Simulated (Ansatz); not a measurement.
**SnO: what symmetry allows forces and stress to be**

```yaml
crystal:
  lattice:
    - [3.88994, 0.00000, 0.00000]
    - [0.00000, 3.87409, 0.00000]
    - [0.00000, 0.00000, 5.01034]
  atoms:
    - { symbol: Sn, position: [0.94183, 0.50000, 0.22723] }
    - { symbol: Sn, position: [0.44183, 0.00000, 0.77277] }
    - { symbol: O, position: [0.05817, 0.00000, 0.03216] }
    - { symbol: O, position: [0.55817, 0.50000, 0.96784] }
```

Theory: DFT PBEsol, scalar-relativistic, plane waves, PAW in Ansatz 0.2.0.

Plane waves to 420 eV, a k mesh through Γ of 10×10×8 on the computed 4-atom cell and Gaussian smearing (0.10 eV); no spin polarisation.

This distorted cell has space group Pmn2_1, with 4 operations.

Problem. Without a calculation: in which directions can each atom feel a force?

Solution. A force must be left unchanged by every operation that keeps its atom in place, so it lies in the space that those operations leave fixed. Atoms that the group maps onto each other feel forces of one size.
```
atom site symmetry operations at the site equivalent to atom allowed force (Cartesian)
 Sn1            m..                       2                   1  in the plane normal to (0.00, 1.00, 0.00)
 Sn2            m..                       2                   1  in the plane normal to (0.00, 1.00, 0.00)
  O3            m..                       2                   3  in the plane normal to (0.00, 1.00, 0.00)
  O4            m..                       2                   3  in the plane normal to (0.00, 1.00, 0.00)
```

That leaves 4 independent force components of 12, tied by 1 condition that the forces sum to zero, so 3 remain. A relaxation in this cell that keeps the symmetry moves the atoms in these directions alone.

Problem. And the stress tensor?

Solution. It must be invariant under the point group, which leaves 3 independent components: yz, xz, xy vanish.

Problem. Do the computed values obey this?

Solution. Yes. Forces (eV/Å):
```
Sn1  1.264  0.000  1.177
Sn2  1.264  0.000 -1.177
O3  -1.264  0.000  0.584
O4  -1.264  0.000 -0.584
```

Stress (GPa, compression positive, xx yy zz yz xz xy): 5.47 -0.97 4.56 0.00 0.00 0.00. The program imposes the same operations on density, forces and stress, so this confirms the analysis and is no independent test of the calculation.